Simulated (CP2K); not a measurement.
AgBr:

```
CELL_PARAMETERS angstrom
4.05901 0.00000 0.00000
2.02950 3.51520 0.00000
2.02950 1.17173 3.31416
ATOMIC_POSITIONS crystal
Ag 0.00000 0.00000 0.00000
Br 0.50000 0.50000 0.50000
```

Program: CP2K 2026.2. Alike in all runs: task band structure; no spin polarisation; cell as given; k mesh 8 × 8 × 8.

Problem. Order these runs on this cell by their band gap on the k mesh, lowest first.
A. level TB-mBJ; potentials or basis POTENTIAL_UZH Ag GTH-PBE-q11, Br GTH-PBE-q7; TZVP-MOLOPT-PBE-GTH basis; smearing fermi-dirac 0.0259 eV; EPS_DEFAULT 1.0E-10; NGRIDS 4; points a segment of the path (NPOINTS) 10; bands added on the path 2; CUTOFF of the grids 675 Ry
B. level PBEsol; potentials or basis POTENTIAL_UZH Ag GTH-PBE-q11, Br GTH-PBE-q7; TZVP-MOLOPT-PBE-GTH basis; smearing fermi-dirac 0.0259 eV; EPS_DEFAULT 1.0E-9; NGRIDS 5; points a segment of the path (NPOINTS) 6; bands added on the path 4; CUTOFF of the grids 450 Ry
C. level r2SCAN; potentials or basis POTENTIAL_UZH Ag GTH-SCAN-q11, Br GTH-SCAN-q7; TZVP-MOLOPT-SCAN-GTH basis; smearing fermi-dirac 0.05 eV; EPS_DEFAULT 1.0E-9; NGRIDS 5; points a segment of the path (NPOINTS) 8; bands added on the path 2; CUTOFF of the grids 675 Ry

Solution. A (metal), B (0.38 eV), C (1.04 eV).

Caveats: the basis of atomic orbitals isn't converged, which shifts pressures, moduli and gaps; this is a model potential without an energy functional, so only levels have meaning (some runs).

Runs at the PBE level aren't shown here.
